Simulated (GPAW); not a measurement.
# Quasiparticle gap of CdSe (F-43m) in GPAW

Aim: the G0W0 gap of CdSe (F-43m) on PBE, step by step.

Program: GPAW 26.7.0. Level of theory: PBE and many-body steps on it, plane waves. Results are calculated unless marked as measured.

**The experiments to reproduce.**

- Gap 1.69 ± 0.02 eV: direct gap from (alpha E)^2 extrapolation; spectroscopic ellipsometry; 300 K; film (fully relaxed MBE film, 304 nm) on GaAs(100) (“Band gap bowing of binary alloys: Experimental results compared to theoretical tight-binding supercell calculations for CdZnSe”, 2010, arxiv:1007.2297).

### 1. Set-up

It takes space group F-43m (No. 216, cubic). The conventional cell has a = 6.141 Å, b = 6.141 Å, c = 6.141 Å, α = 90.00°, β = 90.00°, γ = 90.00°. Cd has 4 Se at 2.66 Å nearest. Se has 4 Cd at 2.66 Å nearest. Farther neighbours and most contacts between anions are not listed.

Coordinates:

```cif
data_structure
_symmetry_space_group_name_H-M 'F-43m'
_symmetry_Int_Tables_number 216
_cell_length_a 6.1405
_cell_length_b 6.1405
_cell_length_c 6.1405
_cell_angle_alpha 90.000
_cell_angle_beta 90.000
_cell_angle_gamma 90.000
_cell_volume 231.54
loop_
_atom_site_label
_atom_site_type_symbol
_atom_site_symmetry_multiplicity
_atom_site_Wyckoff_symbol
_atom_site_fract_x
_atom_site_fract_y
_atom_site_fract_z
_atom_site_occupancy
Cd1 Cd 4 a 0.00000 0.00000 0.00000 1
Se1 Se 4 c 0.25000 0.25000 0.25000 1
```

The cell and positions are those that the Materials Project relaxed with its own functionals (PBE, PBE+U or r2SCAN), kept fixed.

### 2. Ground state

This step: GPAW 26.7.0; DFT, PBE, plane waves, PAW.

The ground-state density comes first.

Input file run.py:

```python
import json
import numpy as np
from gpaw.mpi import world
from ase import Atoms
from gpaw import GPAW, PW, FermiDirac

atoms = Atoms(['Cd', 'Se'],
    cell=[[0.0000000000, 3.0702711986, 3.0702711986],
      [3.0702711986, 0.0000000000, 3.0702711986],
      [3.0702711986, 3.0702711986, 0.0000000000]],
    scaled_positions=[[0.0000000000, 0.0000000000, 0.0000000000],
      [0.7500000000, 0.7500000000, 0.7500000000]],
    pbc=(True, True, True))
calc = GPAW(mode=PW(450),
    xc='PBE',
    kpts={'size': (6, 6, 6), 'gamma': True},
    occupations=FermiDirac(0.001),
    nbands=-7,
    convergence={'density': 1e-6, 'bands': -3},
    maxiter=100,
    txt='gs.txt')
atoms.calc = calc
res = {'energy': atoms.get_potential_energy()}
kpts = calc.get_ibz_k_points()
res['kpts'] = kpts
res['eigenvalues'] = [calc.get_eigenvalues(kpt=k) for k in range(len(kpts))]
res['n_electrons'] = calc.get_number_of_electrons()
calc.write('gs.gpw')

if world.rank == 0:
    with open('result.json', 'w') as f:
        json.dump(res, f, default=lambda x: x.tolist())
```

Run with:

```sh
$ mpirun -n 4 gpaw python run.py
```

Numbers of over 12 decimals in the logs are rounded to 6 here.

Output:

```text
__  _  _
 | _ |_)|_||  |
 |__||  | ||/\| - 26.7.0

Input parameters:
  mode=PW(ecut=450.000000),
  convergence={'density': 1e-06, 'bands': -3},
  kpts=MonkhorstPack(size=(6, 6, 6), gamma=True),
  maxiter=100,
  nbands=-7,
  occupations=Occupations(name='fermi-dirac', width=0.001, fixmagmom=False),
  xc=XC(name='PBE')
  [... matrices ...]
Diagonalizing LCAO Hamiltonian
Converting LCAO to pw mode

                     Se

       Cd

Atoms  # Å, Bohr magnetons
|   | symbol |        x |        y |        z |    initial magnetic moments |
| 0 |     Cd | 0.000000 | 0.000000 | 0.000000 | ( 0.0000,  0.0000,  0.0000) |
| 1 |     Se | 4.605407 | 4.605407 | 4.605407 | ( 0.0000,  0.0000,  0.0000) |

Unit cell  # Å
| periodic |        x |        y |        z |  lengths |    angles |
|      yes | 0.000000 | 3.070271 | 3.070271 | 4.342019 | 60.000000 |
|      yes | 3.070271 | 0.000000 | 3.070271 | 4.342019 | 60.000000 |
|      yes | 3.070271 | 3.070271 | 0.000000 | 4.342019 | 60.000000 |

Number of symmetries: 24
Symmetry operations  # r_c * U_cc + t_c -> r_c
|    | kind |            matrix            |
|  0 |  E   |  1, 0, 0,  0, 1, 0,  0, 0, 1 |
|  1 |  σ   |  1, 0, 0,  0, 0, 1,  0, 1, 0 |
|  2 |  σ   |  1, 0,-1,  0, 1,-1,  0, 0,-1 |
|  3 |  C3  |  1, 0,-1,  0, 0,-1,  0, 1,-1 |
|  4 |  C3  |  1,-1, 0,  0,-1, 1,  0,-1, 0 |
|  5 |  σ   |  1,-1, 0,  0,-1, 0,  0,-1, 1 |
|  6 |  σ   |  0, 1, 0,  1, 0, 0,  0, 0, 1 |
|  7 |  C3  |  0, 1, 0,  0, 0, 1,  1, 0, 0 |
|  8 |  C2  |  0, 1,-1,  1, 0,-1,  0, 0,-1 |
|  9 |  S4  |  0, 1,-1,  0, 0,-1,  1, 0,-1 |
| 10 |  C3  |  0, 0, 1,  1, 0, 0,  0, 1, 0 |
| 11 |  σ   |  0, 0, 1,  0, 1, 0,  1, 0, 0 |
| 12 |  S4  |  0, 0,-1,  1, 0,-1,  0, 1,-1 |
| 13 |  C3  |  0, 0,-1,  0, 1,-1,  1, 0,-1 |
| 14 |  S4  |  0,-1, 1,  1,-1, 0,  0,-1, 0 |
| 15 |  C2  |  0,-1, 1,  0,-1, 0,  1,-1, 0 |
| 16 |  C3  |  0,-1, 0,  1,-1, 0,  0,-1, 1 |
| 17 |  S4  |  0,-1, 0,  0,-1, 1,  1,-1, 0 |
| 18 |  S4  | -1, 1, 0, -1, 0, 1, -1, 0, 0 |
| 19 |  C3  | -1, 1, 0, -1, 0, 0, -1, 0, 1 |
| 20 |  C3  | -1, 0, 1, -1, 1, 0, -1, 0, 0 |
| 21 |  S4  | -1, 0, 1, -1, 0, 0, -1, 1, 0 |
| 22 |  σ   | -1, 0, 0, -1, 1, 0, -1, 0, 1 |
| 23 |  C2  | -1, 0, 0, -1, 0, 1, -1, 1, 0 |

BZ-sampling:
  Number of BZ points: 216
  Number of IBZ points: 16

  Monkhorst-Pack size: [6, 6, 6]
  Monkhorst-Pack shift: [0.083333, 0.083333, 0.083333]

K-points  # in reciprocal-cell coordinates
|     |                                coordinates |     weight |
|   0 | (  0.00000000,   0.00000000,   0.00000000) | 0.00462963 |
|   1 | (  0.16666667,   0.16666667,   0.00000000) | 0.02777778 |
|   2 | (  0.16666667,   0.16666667,   0.16666667) | 0.03703704 |
|   3 | (  0.33333333,   0.16666667,   0.16666667) | 0.05555556 |
|   4 | (  0.33333333,   0.33333333,  -0.33333333) | 0.05555556 |
|   5 | (  0.33333333,   0.33333333,   0.00000000) | 0.02777778 |
|   6 | (  0.33333333,   0.33333333,   0.16666667) | 0.11111111 |
|   7 | (  0.33333333,   0.33333333,   0.33333333) | 0.03703704 |
|   8 | (  0.50000000,   0.33333333,  -0.33333333) | 0.11111111 |
|   9 | (  0.50000000,   0.33333333,  -0.16666667) | 0.05555556 |
| ... |                                            |            |
|  15 | (  0.50000000,   0.50000000,   0.50000000) | 0.01851852 |

Plane wave coefficients: 1278
Cutoff: 450.000000 eV

Spin-components: 1 (collinear spins)
Bands:           16
Projectors:      11
Spin-degeneracy: 2
Datatype:        complex128

  Storage: CPU
  Wave functions: 5_091_328 bytes (1_272_832 per core)
  Projectors: 7_000_576 bytes (1_750_144 per core)
  [... matrices ...]
Parallelization:
  kpt:    4
  domain: 1
  band:   1

Density:
  Valence electrons: 18.0
  Components: 1
  Grid points: [24 24 24]
  Charge: 0.0  # |e|

Potential:
  Grid points: [24 24 24]

species:
  Cd:
    name:    Cadmium
    Z:       48.0
    valence: 12
    core:    36
    charge:  0.0  # [|e|]
    compensation charges:
      type: gauss
      rc: 0.38  # [Å]
      lmax: 2
    cutoffs:
      filter: 2.12  # [Å]
      core: 2.62  # [Å]
    projectors
    | kind |    occ | energy [eV] | rcut [Å] |
    |   5s |  2.000 |      -5.655 |    1.191 |
    |   5p |  0.000 |      -1.186 |    1.228 |
    |   4d | 10.000 |     -11.739 |    1.164 |
    |    s |        |      21.556 |    1.191 |
    |    p |        |      26.026 |    1.228 |
    |    d |        |      15.473 |    1.164 |

    Using partial waves for Cd as LCAO basis

  Se:
    name:    Selenium
    Z:       34.0
    valence: 6
    core:    28
    charge:  0.0  # [|e|]
    compensation charges:
      type: gauss
      rc: 0.27  # [Å]
      lmax: 2
    cutoffs:
      filter: 1.77  # [Å]
      core: 2.67  # [Å]
    projectors
    | kind |    occ | energy [eV] | rcut [Å] |
    |   4s |  2.000 |     -17.277 |    0.847 |
    |   4p |  4.000 |      -6.512 |    1.005 |
    |    s |        |       9.935 |    0.847 |
    |    p |        |      20.699 |    1.005 |
    |    d |        |       0.000 |    0.847 |

    Using partial waves for Se as LCAO basis

Reference energy: -218276.650467  # eV

eigensolver:
  PPCG
  Converge bands: -3
  niter=2

density mixing:
  MSR1-Mixer
  Pratt-step length: 0.05
  Maximum mixing coefficient: 0.75
  Old densities: 10
  SVD Regularization: 0.005
  Good broyden scale: 1.0
  Trust region scale: 1.0
  Backstep threshold: 4.0
  History deletion threshold: 6.0
  Fourier metric: weight=20.0, sigma=0.015

occupation numbers:
  Fermi-Dirac:
    width: 0.0010  # eV

poisson solver:
  ecut: 3600.000000  # eV

xc functional:
  name: PBE with 2 nearest neighbor stencil

Initialization done in: 1.070 s

convergence criteria:
- Maximum integral of absolute [dens]ity change: 1e-06 electrons / valence electron
- Maximum [total energy] change in last 3 cyles: 0.0005 eV / valence electron
- Maximum integral of absolute [eigenst]ate change: 4e-08 eV^2 / valence electron
maximum number of iterations: 100

SCF iterations
|iter     |     time |      energy | eigst |  dens |
|iter:   1|  |   -6.007031 | +0.80 |       |
|iter:   2|  |   -5.928293 | -0.93 | -1.17 |
|iter:   3|  |   -5.649507 | -1.30 | -1.21 |
|iter:   4|  |   -5.648640 | -3.33 | -1.80 |
|iter:   5|  |   -5.648382c| -3.69 | -2.24 |
|iter:   6|  |   -5.648409c| -5.19 | -3.01 |
|iter:   7|  |   -5.648412c| -6.44 | -3.53 |
|iter:   8|  |   -5.648412c| -7.70c| -4.58 |
|iter:   9|  |   -5.648412c| -7.83c| -5.03 |
|iter:  10|  |   -5.648412c| -8.73c| -6.02c|

Converged in 10 steps
SCF loop duration: 2.533 s (0.253 s/step)
Energy contributions relative to reference atoms: (reference = -218276.650467)
  [... matrices ...]
Energy contributions:
  Kinetic:          18.369723
  Coulomb:         -16.728749
  Zero:              0.059312
  External:          0.000000
  Xc:               -7.348698
  Entropy:          -0.000000
  Spinorbit:         0.000000
  ----------------------------
  Free energy:      -5.648412
  Extrapolated:     -5.648412

dipole moment: (-16.951945, -16.951945, -16.951945)  # |e|*Ang

Fermi level: 3.363
Eigenvalues  # (at kpt = [0.000, 0.000, 0.000])
| band index |      eig [eV] | occ [0-2] |
|          0 |        -9.099 |     2.000 |
|          1 |        -4.463 |     2.000 |
|          2 |        -4.463 |     2.000 |
|          3 |        -4.463 |     2.000 |
|          4 |        -4.115 |     2.000 |
|          5 |        -4.115 |     2.000 |
|          6 |         3.338 |     2.000 |
|          7 |         3.338 |     2.000 |
|          8 |         3.338 |     2.000 |
|          9 |         3.880 |     0.000 |
|         10 |         9.246 |     0.000 |
|         11 |         9.246 |     0.000 |
|         12 |         9.246 |     0.000 |
|         13 |        13.015 |     0.000 |
|         14 |        14.398 |     0.000 |
|         15 |        14.398 |     0.000 |

Gap: 0.543 eV
Transition (v -> c):
  (s=0, k=0, n=8, [0.00, 0.00, 0.00]) -> (s=0, k=0, n=9, [0.00, 0.00, 0.00])
No difference between direct/indirect transitions
# Writing to gs.gpw (mode='')
  [... matrices ...]
```

The job ended after 5.6 s (4 MPI ranks of Arm Neoverse V1, shared host; peak memory 0.63 GiB).

This step gave:

- total energy: -5.648 eV
- gap: 0.5427 eV
- k of the valence top: 0, 0, 0
- k of the conduction bottom: 0, 0, 0
- least direct gap: 0.5427 eV

The gap is direct, at Γ.

### 3. Bands along the symmetry lines

The cheap functional maps the bands first; the places of the edges decide which points the dearer methods must see.

Input file run.py:

```python
import json
import numpy as np
from gpaw.mpi import world
from gpaw import GPAW

path = [[0.000000, 0.000000, 0.000000],
    [-0.062500, -0.062500, 0.000000],
    [-0.125000, -0.125000, 0.000000],
    [-0.187500, -0.187500, 0.000000],
    [-0.250000, -0.250000, 0.000000],
    [-0.312500, -0.312500, 0.000000],
    [-0.375000, -0.375000, 0.000000],
    [-0.437500, -0.437500, 0.000000],
    [-0.500000, -0.500000, 0.000000],
    [-0.484375, -0.484375, 0.031250],
    [-0.468750, -0.468750, 0.062500],
    [-0.453125, -0.453125, 0.093750],
    [-0.437500, -0.437500, 0.125000],
    [-0.421875, -0.421875, 0.156250],
    [-0.406250, -0.406250, 0.187500],
    [-0.390625, -0.390625, 0.218750],
    [-0.375000, -0.375000, 0.250000],
    [-0.375000, 0.000000, 0.375000],
    [-0.328125, 0.000000, 0.328125],
    [-0.281250, 0.000000, 0.281250],
    [-0.234375, 0.000000, 0.234375],
    [-0.187500, 0.000000, 0.187500],
    [-0.140625, 0.000000, 0.140625],
    [-0.093750, 0.000000, 0.093750],
    [-0.046875, 0.000000, 0.046875],
    [0.000000, 0.000000, 0.000000],
    [0.000000, 0.000000, 0.062500],
    [0.000000, 0.000000, 0.125000],
    [0.000000, 0.000000, 0.187500],
    [0.000000, 0.000000, 0.250000],
    [0.000000, 0.000000, 0.312500],
    [0.000000, 0.000000, 0.375000],
    [0.000000, 0.000000, 0.437500],
    [0.000000, 0.000000, 0.500000],
    [-0.062500, -0.031250, 0.468750],
    [-0.125000, -0.062500, 0.437500],
    [-0.187500, -0.093750, 0.406250],
    [-0.250000, -0.125000, 0.375000],
    [-0.312500, -0.156250, 0.343750],
    [-0.375000, -0.187500, 0.312500],
    [-0.437500, -0.218750, 0.281250],
    [-0.500000, -0.250000, 0.250000],
    [-0.500000, -0.281250, 0.218750],
    [-0.500000, -0.312500, 0.187500],
    [-0.500000, -0.343750, 0.156250],
    [-0.500000, -0.375000, 0.125000],
    [-0.500000, -0.406250, 0.093750],
    [-0.500000, -0.437500, 0.062500],
    [-0.500000, -0.468750, 0.031250],
    [-0.500000, -0.500000, 0.000000]]
calc = GPAW('gs.gpw').fixed_density(kpts=path,
    symmetry='off',
    nbands=19,
    convergence={'bands': 15},
    txt='bands.txt')
res = {}
kpts = calc.get_ibz_k_points()
res['kpts'] = kpts
res['eigenvalues'] = [calc.get_eigenvalues(kpt=k) for k in range(len(kpts))]
res['n_electrons'] = calc.get_number_of_electrons()

if world.rank == 0:
    with open('result.json', 'w') as f:
        json.dump(res, f, default=lambda x: x.tolist())
```

Run with:

```sh
$ mpirun -n 4 gpaw python run.py
```

Output:

```text
Diagonalizing LCAO Hamiltonian
Converting LCAO to pw mode
convergence criteria:
- Maximum integral of absolute [eigenst]ate change: 4e-08 eV^2 / valence electron
maximum number of iterations: 100

SCF iterations
|iter     |     time |      energy | eigst |  dens |
|iter:   1|  |             | +1.83 |       |
|iter:   2|  |             | +0.08 |       |
|iter:   3|  |             | -0.60 |       |
[...]
|iter:   7|  |             | -5.37 |       |
|iter:   8|  |             | -6.53 |       |
|iter:   9|  |             | -7.50c|       |
SCF steps: 9
  __  _  _
 | _ |_)|_||  |
 |__||  | ||/\| - 26.7.0

Input parameters:
  mode=PW(ecut=450.000000),
  convergence={'bands': 15},
  gpts=array([24, 24, 24]),
  kpts=KPoints(kpts=array([[ 0.      ,  0.      ,  0.      ],
         [-0.0625  , -0.0625  ,  0.      ],
         [-0.125   , -0.125   ,  0.      ],
         [-0.1875  , -0.1875  ,  0.      ],
[...]
[-0.484375, -0.484375,  0.03125 ],
[...]
[-0.453125, -0.453125,  0.09375 ],
[...]
[-0.421875, -0.421875,  0.15625 ],
[...]
[-0.390625, -0.390625,  0.21875 ],
[...]
[-0.328125,  0.      ,  0.328125],
[...]
[-0.234375,  0.      ,  0.234375],
[...]
[-0.140625,  0.      ,  0.140625],
[...]
[-0.046875,  0.      ,  0.046875],
         [ 0.      ,  0.      ,  0.      ],
         [ 0.      ,  0.      ,  0.0625  ],
         [ 0.      ,  0.      ,  0.125   ],
[...]
[ 0.      ,  0.      ,  0.4375  ],
         [ 0.      ,  0.      ,  0.5     ],
[...]
[-0.5     , -0.4375  ,  0.0625  ],
         [-0.5     , -0.46875 ,  0.03125 ],
         [-0.5     , -0.5     ,  0.      ]])),
  maxiter=100,
  nbands=19,
  occupations=Occupations(name='fermi-dirac', width=0.001, fixmagmom=False),
  parallel={},
  symmetry=Symmetry(point_group=False, time_reversal=False),
  xc=XC(name='PBE')
  [... matrices ...]
timing:  # [seconds]
  Total: 0.024  # ━━━━━━━━━━━━━━━━━━━━━━━━━━━━━━━━━━━━━━━━━━━━━━━━━━━━━━━━━━━
```

Elapsed: 8.2 s, on 4 MPI ranks; peak memory 0.68 GiB.

Numbers from this step:

* gap: 0.5427 eV
* k of the valence top: 0, 0, 0
* k of the conduction bottom: 0, 0, 0
* least direct gap: 0.5427 eV

The gap is 0.543 eV, as in the run before at this level.

Electronic bands along the path, in eV, zero at the top of the highest filled band:

| point | band 6 | band 7 | band 8 | band 9 | band 10 | band 11 | band 12 | band 13 |
| --- | --- | --- | --- | --- | --- | --- | --- | --- |
| Γ | -7.45 | 0.00 | 0.00 | 0.00 | 0.54 | 5.91 | 5.91 | 5.91 |
| halfway | -7.43 | -2.51 | -0.99 | -0.99 | 3.21 | 4.22 | 7.56 | 7.56 |
| X | -7.12 | -3.96 | -1.77 | -1.77 | 3.19 | 3.73 | 8.95 | 10.02 |
| halfway | -7.08 | -3.93 | -2.03 | -1.69 | 3.44 | 4.09 | 8.64 | 9.44 |
| U | -7.03 | -3.89 | -2.41 | -1.45 | 3.71 | 5.08 | 8.19 | 8.50 |
| jump to K | -7.03 | -3.89 | -2.41 | -1.45 | 3.71 | 5.08 | 8.19 | 8.50 |
| halfway | -7.41 | -2.87 | -1.33 | -0.41 | 3.07 | 5.64 | 6.33 | 6.61 |
| Γ | -7.45 | 0.00 | 0.00 | 0.00 | 0.54 | 5.91 | 5.91 | 5.91 |
| halfway | -7.45 | -2.59 | -0.38 | -0.38 | 2.23 | 5.90 | 6.42 | 6.42 |
| L | -7.18 | -4.23 | -0.72 | -0.72 | 2.35 | 6.43 | 6.43 | 7.32 |
| halfway | -7.09 | -4.00 | -1.90 | -1.17 | 3.78 | 5.47 | 6.75 | 7.92 |
| W | -7.00 | -3.86 | -2.13 | -2.11 | 4.90 | 5.22 | 6.40 | 7.60 |
| halfway | -7.05 | -3.91 | -1.95 | -1.95 | 3.90 | 4.24 | 8.27 | 8.33 |
| X | -7.12 | -3.96 | -1.77 | -1.77 | 3.19 | 3.73 | 8.95 | 10.02 |

### 4. Empty states on the mesh, 4×4×4 mesh, 251 bands

The sums over transitions need many empty states on a uniform mesh; this step solves for them.

Input file run.py:

```python
import json
import numpy as np
from gpaw.mpi import world
from gpaw import GPAW

calc = GPAW('gs.gpw').fixed_density(kpts={'size': (4, 4, 4), 'gamma': True},
    parallel={'domain': 1, 'band': 1},
    txt='nscf.txt')
calc.diagonalize_full_hamiltonian(nbands=251)
calc.write('full.gpw', mode='all')
res = {}
kpts = calc.get_ibz_k_points()
res['kpts'] = kpts
res['eigenvalues'] = [calc.get_eigenvalues(kpt=k) for k in range(len(kpts))]
res['n_electrons'] = calc.get_number_of_electrons()

if world.rank == 0:
    with open('result.json', 'w') as f:
        json.dump(res, f, default=lambda x: x.tolist())
```

Run with:

```sh
$ mpirun -n 4 gpaw python run.py
```

Output:

```text
Diagonalizing LCAO Hamiltonian
Converting LCAO to pw mode
convergence criteria:
- Maximum integral of absolute [eigenst]ate change: 4e-08 eV^2 / valence electron
maximum number of iterations: 100

SCF iterations
|iter     |     time |      energy | eigst |  dens |
|iter:   1|  |             | +0.79 |       |
|iter:   2|  |             | -0.93 |       |
|iter:   3|  |             | -2.54 |       |
[...]
|iter:   7|  |             | -7.29 |       |
|iter:   8|  |             | -7.25 |       |
|iter:   9|  |             | -7.75c|       |
SCF steps: 9
  __  _  _
 | _ |_)|_||  |
 |__||  | ||/\| - 26.7.0

Input parameters:
  mode=PW(ecut=450.000000),
  convergence={'density': 1e-06, 'bands': -3},
  gpts=array([24, 24, 24]),
  kpts=MonkhorstPack(size=(4, 4, 4), gamma=True),
  maxiter=100,
  nbands=16,
  occupations=Occupations(name='fermi-dirac', width=0.001, fixmagmom=False),
  parallel={'domain': 1, 'band': 1},
  xc=XC(name='PBE')
Matrix size: 1283x1283
# Writing to full.gpw (mode='all')
  [... matrices ...]

timing:  # [seconds]
  Total: 5.027  # ━━━━━━━━━━━━━━━━━━━━━━━━━━━━━━━━━━━━━━━━━━━━━━━━━━━━━━━━━━━
```

It took 8.4 s on 4 MPI ranks; peak memory 1.1 GiB.

Numbers from this step:

```yaml
gap: 0.5427 eV
k_of_the_valence_top: 0, 0, 0
k_of_the_conduction_bottom: 0, 0, 0
least_direct_gap: 0.5427 eV
k_points_computed: 8
lowest_point_of_the_top_converged_band_above_the_valence_top: 137.7746 eV
```

On this mesh the gap is 0.543 eV.

[end of part 1 of 2]

[Paths, hosts, dates, memory and timing lines, banners, echoed tables and standing remarks are left out of the program output.]

[Logs are printed without paths, hosts, clocks, repeated set-up lines and the standing remarks that a program may print on its own settings, such as how far it seeks lower states.]

[Runs of the session that timed out or met a known fault of the program may be left out.]

[Hosts, paths, dates, database ids (printed as entryN), source tags and the programs' standing remarks are cut or masked in the printed files.]
